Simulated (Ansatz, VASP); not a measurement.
# Two plane-wave programs on Au

```
Au
1.0
    -1.74272    1.74272    1.45638
     1.74272   -1.74272    1.45638
     1.74272    1.74272   -1.45638
Au
1
Direct
  0.00000 0.00000 0.00000
```

Alike in both runs: functional r2SCAN; k mesh 24 × 24 × 24; occupations gaussian, width 0.1 eV; no spin polarisation.

Ansatz relaxed the structure, and its values are those at the end. VASP's run is a single point on that final structure, the one shown.

```csv
,VASP,Ansatz
version,VASP 6.6.1,Ansatz 0.2.0
potentials or method,"VASP PAW PBE potentials, release 64 (Au)","scalar-relativistic, plane waves, PAW"
plane-wave cutoff (eV),520,500
valence electrons in the cell,11,19
```

VASP gave:

* gap on the k mesh at the Fermi level (eV): none
* pressure (GPa): 0.3

Question: What did Ansatz give for the same quantities?

Answer: gap on the k mesh at the Fermi level (eV): none; pressure (GPa): 0.0.

A gap of «none» marks a metal or a gap that the smearing closes. The two sets of potentials don't hold the same shells in valence.

Caveats: the PAW data sets were made with another functional, which shifts forces and pressure a little (VASP). The runs have no spin-orbit coupling, so splittings on Au are missing.
